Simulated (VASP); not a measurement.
# Mg2Ge (Fm-3m) in VASP: single point with PBE

Aim: the single point of Mg2Ge with PBE.

Everything below comes from runs of VASP 6.6.1. Logs are shortened: lines on timing, memory, paths and dates and some standing lists are left out, and cuts for length are marked.

## (1) Starting point

Symmetry: Fm-3m, No. 225, cubic system. The conventional cell has a = 6.369 Å, b = 6.369 Å, c = 6.369 Å, α = 90.00°, β = 90.00°, γ = 90.00°. Mg (site symmetry -43m) has 4 Ge at 2.76 Å as nearest neighbours. Ge (site symmetry m-3m) has 8 Mg at 2.76 Å as nearest neighbours.

The cell comes from a database or a generator and needn't be the stable form of this composition.

## (2) Single point, PBE

Contents of INCAR:

```
SYSTEM = Mg2Ge
  ALGO = Fast
  EDIFF = 1E-6
  ENCUT = 520
  GGA = PE
  ISIF = 2
  ISMEAR = 0
  LASPH = .TRUE.
  LCHARG = .TRUE.
  LELF = .TRUE.
  LREAL = .FALSE.
  LVHAR = .TRUE.
  LWAVE = .FALSE.
  NBANDS = 16
  NELM = 100
  PREC = Accurate
  SIGMA = 0.1
```

Contents of KPOINTS:

```
k-points
0
G
  6 6 6
  0 0 0
```

Contents of POSCAR:

```
Mg2Ge
1.0
    0.0000000000      3.1842960000      3.1842960000
    3.1842960000      0.0000000000      3.1842960000
    3.1842960000      3.1842960000      0.0000000000
Mg Ge
2 1
Direct
    0.7500000000      0.7500000000      0.7500000000
    0.2500000000      0.2500000000      0.2500000000
    0.0000000000      0.0000000000      0.0000000000
```

Potentials or basis: VASP PAW PBE potentials, release 64 (Mg, Ge_d).

Launch:

```
$ cat potpaw_PBE.64/Mg/POTCAR potpaw_PBE.64/Ge_d/POTCAR > POTCAR
$ mpirun -np 1 vasp_std > vasp.out
```

OUTCAR:

```text
SYSTEM = Mg2Ge
   EDIFF = 1E-6
   ENCUT = 520
   GGA = PE
   ISIF = 2
   ISMEAR = 0
   LASPH = .TRUE.
   LREAL = .FALSE.
   NELM = 100
   PREC = Accurate

 ion  position               nearest neighbor table
   1  0.750  0.750  0.750-   3 2.76   3 2.76   3 2.76   3 2.76   2 3.18   2 3.18   2 3.18   2 3.18
                             2 3.18   2 3.18
   2  0.250  0.250  0.250-   3 2.76   3 2.76   3 2.76   3 2.76   1 3.18   1 3.18   1 3.18   1 3.18
                             1 3.18   1 3.18
   3  0.000  0.000  0.000-   1 2.76   1 2.76   1 2.76   1 2.76   2 2.76   2 2.76   2 2.76   2 2.76

  LATTYP: Found a face centered cubic cell.
 ALAT       =     6.3685920000

  Lattice vectors:

 A1 = (   0.0000000000,   3.1842960000,   3.1842960000)
 A2 = (   3.1842960000,   0.0000000000,   3.1842960000)
 A3 = (   3.1842960000,   3.1842960000,   0.0000000000)

Analysis of symmetry for initial positions (statically):
=====================================================================
 Subroutine PRICEL returns:
 Original cell was already a primitive cell.

 Routine SETGRP: Setting up the symmetry group for a
 face centered cubic supercell.

 Subroutine GETGRP returns: Found 48 space group operations
 (whereof 48 operations were pure point group operations)
 out of a pool of 48 trial point group operations.

The static configuration has the point symmetry O_h .

Analysis of symmetry for dynamics (positions and initial velocities):
=====================================================================
 Subroutine PRICEL returns:
 Original cell was already a primitive cell.

 Routine SETGRP: Setting up the symmetry group for a
 face centered cubic supercell.

 Subroutine GETGRP returns: Found 48 space group operations
 (whereof 48 operations were pure point group operations)
 out of a pool of 48 trial point group operations.

The dynamic configuration has the point symmetry O_h .

 Subroutine INISYM returns: Found 48 space group operations
 (whereof 48 operations are pure point group operations),
 and found     1 'primitive' translations

----------------------------------------------------------------------------------------

                                     Primitive cell

  volume of cell :      64.5759

  direct lattice vectors                    reciprocal lattice vectors
     0.000000000  3.184296000  3.184296000    -0.157020578  0.157020578  0.157020578
     3.184296000  0.000000000  3.184296000     0.157020578 -0.157020578  0.157020578
     3.184296000  3.184296000  0.000000000     0.157020578  0.157020578 -0.157020578

  length of vectors
     4.503274590  4.503274590  4.503274590     0.271967620  0.271967620  0.271967620

  position of ions in fractional coordinates (direct lattice)
     0.750000000  0.750000000  0.750000000
     0.250000000  0.250000000  0.250000000
     0.000000000  0.000000000  0.000000000

  ion indices of the primitive-cell ions
   primitive index   ion index
                 1           1
                 2           2
                 3           3

----------------------------------------------------------------------------------------

 KPOINTS: k-points

Automatic generation of k-mesh.
 Grid dimensions read from file:
 generate k-points for:    6    6    6

 Generating k-lattice:

  Cartesian coordinates                     Fractional coordinates (reciprocal lattice)
    -0.026170096  0.026170096  0.026170096     0.166666667  0.000000000  0.000000000
     0.026170096 -0.026170096  0.026170096     0.000000000  0.166666667  0.000000000
     0.026170096  0.026170096 -0.026170096     0.000000000  0.000000000  0.166666667

  Length of vectors
     0.045327937  0.045327937  0.045327937

  Shift w.r.t. Gamma in fractional coordinates (k-lattice)
     0.000000000  0.000000000  0.000000000

 Subroutine IBZKPT returns following result:
 ===========================================

 Found     16 irreducible k-points:

 Following reciprocal coordinates:
            Coordinates               Weight
  0.000000  0.000000  0.000000      1.000000
  0.166667  0.000000  0.000000      8.000000
  0.333333  0.000000  0.000000      8.000000
  0.500000  0.000000  0.000000      4.000000
  0.166667  0.166667  0.000000      6.000000
  0.333333  0.166667  0.000000     24.000000
[... 8 lines left out ...]
 -0.333333  0.333333  0.166667     24.000000
 -0.333333  0.500000  0.166667     12.000000
   k-points           NKPTS =     16   k-points in BZ     NKDIM =     16   number of bands    NBANDS=     16
   number of dos      NEDOS =    301   number of ions     NIONS =      3
   total plane-waves  NPLWV =  46656
   dimension x,y,z NGX =    36 NGY =   36 NGZ =   36
   dimension x,y,z NGXF=    72 NGYF=   72 NGZF=   72
   ions per type =               2   1
   NGX,Y,Z   is equivalent  to a cutoff of  13.29, 13.29, 13.29 a.u.
   NGXF,Y,Z  is equivalent  to a cutoff of  26.58, 26.58, 26.58 a.u.
 SYSTEM =  Mg2Ge
   PREC   = accura    normal or accurate (medium, high low for compatibility)
   ISTART =      0    job   : 0-new  1-cont  2-samecut
   ICHARG =      2    charge: 1-file 2-atom 10-const
   ISPIN  =      1    spin polarized calculation?
   LNONCOLLINEAR =      F non collinear calculations
   LSORBIT =      F    spin-orbit coupling
   LASPH  =      T    aspherical Exc in radial PAW
   ENCUT  =  520.0 eV  38.22 Ry    6.18 a.u.   8.37  8.37  8.37*2*pi/ulx,y,z
   NELM   =    100;   NELMIN=  2; NELMDL= -5     # of ELM steps
   EDIFF  = 0.1E-05   stopping-criterion for ELM
   LREAL  =      F    real-space projection
   EDIFFG = 0.1E-04   stopping-criterion for IOM
   NSW    =      0    number of steps for IOM
   IBRION =     -1    ionic relax: 0-MD 1-quasi-New 2-CG
   NFREE  =      0    steps in history (QN), initial steepest desc. (CG)
   ISIF   =      2    stress and relaxation
   ISYM   =      2    0-nonsym 1-usesym 2-fastsym
   POTIM  = 0.5000    time-step for ionic-motion
   TEBEG  =    0.0;   TEEND  =   0.0 temperature during run
   PSTRESS=    0.0 pullay stress
   NELECT =      18.0000    total number of electrons
   NUPDOWN=      -1.0000    fix difference up-down
   EMIN   =  10.00;   EMAX   =-10.00  energy-range for DOS
   EFERMI =   0.00;   METHOD = LEGACY
   ISMEAR =     0;   SIGMA  =   0.10  broadening in eV -4-tet -1-fermi 0-gaus
   EFERMI_NEDOS =   21; number of points for ismear=-14 and -15
   IALGO  =     68    algorithm
   IMIX   =      4    mixing-type and parameters
     AMIX     =   0.40;   BMIX     =  1.00
     AMIX_MAG =   1.60;   BMIX_MAG =  1.00
  volume/ion in A,a.u.               =      21.53       145.26
  Fermi-wavevector in a.u.,A,eV,Ry     =   1.069405  2.020883 15.559993  1.143627
  Thomas-Fermi vector in A             =   2.205083
   LORBIT       =      0    0 simple, 1 ext, 2 COOP (PROOUT), +10 PAW based schemes
   GGA     = PE    functional components
   LHFCALC =     F    Hartree Fock is set to
   AEXX    =    0.0000 exact exchange contribution
   IVDW    =     0    specifies the selected vdW correction
   LEPSILON=     F    determine dielectric tensor
   LRPA    =     F    only Hartree local field effects (RPA)
 non-spin polarized calculation
 RMM-DIIS sequential band-by-band and
 Gauss-broadening in eV      SIGMA  =   0.10
  energy-cutoff  :      520.00
  volume of cell :       64.58
 maximum number of plane-waves:      1807
 NGX is ok and might be reduce to    36
   NGX = 17   NGY = 17   NGZ = 17

 number of electron      18.0000007 magnetization

 Free energy of the ion-electron system (eV)
  ---------------------------------------------------
  ext. energy  EPLUGINS =         0.00000000
  ---------------------------------------------------
  free energy    TOTEN  =        -8.33194033 eV

  energy without entropy =       -8.33093751  energy(sigma->0) =       -8.33143892

 E-fermi :   3.6432     XC(G=0):  -9.1070

 val. band max:        3.5763794419   @ k =   0.0000   0.0000   0.0000
 cond. band min:       3.7100386712   @ k =   0.5000   0.5000   0.0000
 fundamental gap:      0.1336592293
 Fermi energy:         3.6432103763

 k-point     1 :       0.0000    0.0000    0.0000
  band No.  band energies     occupation
      1     -20.1045      2.00000
      2     -20.1045      2.00000
      3     -20.1045      2.00000
      4     -20.0861      2.00000
      5     -20.0861      2.00000
      6      -6.2008      2.00000
[... 8 lines left out ...]
     15       9.6903      0.00000
     16       9.7755      0.00000

 k-point     2 :       0.1667    0.0000    0.0000
  band No.  band energies     occupation
      1     -20.1045      2.00000
      2     -20.1042      2.00000
      3     -20.1042      2.00000
      4     -20.0861      2.00000
      5     -20.0861      2.00000
      6      -5.9714      2.00000
[... 8 lines left out ...]
     15       8.7079      0.00000
     16       9.8851      0.00000

 k-point     3 :       0.3333    0.0000    0.0000
  band No.  band energies     occupation
      1     -20.1043      2.00000
      2     -20.1037      2.00000
      3     -20.1037      2.00000
      4     -20.0860      2.00000
      5     -20.0860      2.00000
      6      -5.3809      2.00000
[... 8 lines left out ...]
     15       9.6247      0.00000
     16      10.0310      0.00000

 k-point     4 :       0.5000    0.0000    0.0000
  band No.  band energies     occupation
      1     -20.1043      2.00000
      2     -20.1034      2.00000
      3     -20.1034      2.00000
      4     -20.0859      2.00000
      5     -20.0859      2.00000
      6      -4.9541      2.00000
[... 8 lines left out ...]
     15      11.6554      0.00000
     16      11.9885      0.00000
[... 172 lines left out ...]
 k-point    14 :       0.5000    0.3333    0.1667
  band No.  band energies     occupation
      1     -20.1046      2.00000
      2     -20.1033      2.00000
      3     -20.1028      2.00000
      4     -20.0864      2.00000
      5     -20.0855      2.00000
      6      -4.9255      2.00000
[... 8 lines left out ...]
     15      11.3598      0.00000
     16      12.8009      0.00000

 k-point    15 :      -0.3333    0.3333    0.1667
  band No.  band energies     occupation
      1     -20.1040      2.00000
      2     -20.1038      2.00000
      3     -20.1025      2.00000
      4     -20.0863      2.00000
      5     -20.0856      2.00000
      6      -4.6032      2.00000
[... 8 lines left out ...]
     15      11.6887      0.00000
     16      12.9984      0.00000

 k-point    16 :      -0.3333    0.5000    0.1667
  band No.  band energies     occupation
      1     -20.1048      2.00000
      2     -20.1031      2.00000
      3     -20.1022      2.00000
      4     -20.0865      2.00000
      5     -20.0853      2.00000
      6      -4.4656      2.00000
[... 8 lines left out ...]
     15      12.3289      0.00000
     16      13.1089      0.00000

------------------------ aborting loop because EDIFF is reached ----------------------------------------

  FORCE on cell =-STRESS in cart. coord.  units (eV):
  Direction    XX          YY          ZZ          XY          YZ          ZX
  --------------------------------------------------------------------------------------
  -------------------------------------------------------------------------------------
  Total        0.4056837      0.4056837      0.4056837     -0.0000000      0.0000000     -0.0000000
  in kB       10.0653266     10.0653266     10.0653266     -0.0000000      0.0000000     -0.0000000
  external PRESSURE =      10.0653266 kB  Pullay stress =       0.0000000 kB

 VOLUME and BASIS-vectors are now :
 -----------------------------------------------------------------------------
  energy-cutoff  :      520.00
  volume of cell :       64.58
      direct lattice vectors                 reciprocal lattice vectors
     0.000000000  3.184296000  3.184296000    -0.157020578  0.157020578  0.157020578
     3.184296000  0.000000000  3.184296000     0.157020578 -0.157020578  0.157020578
     3.184296000  3.184296000  0.000000000     0.157020578  0.157020578 -0.157020578

 POSITION                                       TOTAL-FORCE (eV/Angst)
 -----------------------------------------------------------------------------------
      4.77644      4.77644      4.77644         0.000000      0.000000      0.000000
      1.59215      1.59215      1.59215        -0.000000     -0.000000     -0.000000
      0.00000      0.00000      0.00000        -0.000000     -0.000000     -0.000000
 -----------------------------------------------------------------------------------
    total drift:                               -0.000000      0.000000      0.000000

  FREE ENERGIE OF THE ION-ELECTRON SYSTEM (eV)
  ---------------------------------------------------
  free  energy   TOTEN  =        -8.3319403269 eV

  energy  without entropy=       -8.3309375147  energy(sigma->0) =       -8.33143892
```

It took 24 s on 1 thread of Intel Xeon Platinum 8259CL at 2.50GHz (Skylake/Cascade Lake), shared host; peak memory 0.2 GiB.

What came out:

| Quantity | Value |
| --- | --- |
| Free energy | -8.3319 eV |
| Pressure | 1.0 GPa |
| Band gap on the k mesh | 0.13 eV, indirect (least direct gap 1.08 eV) |
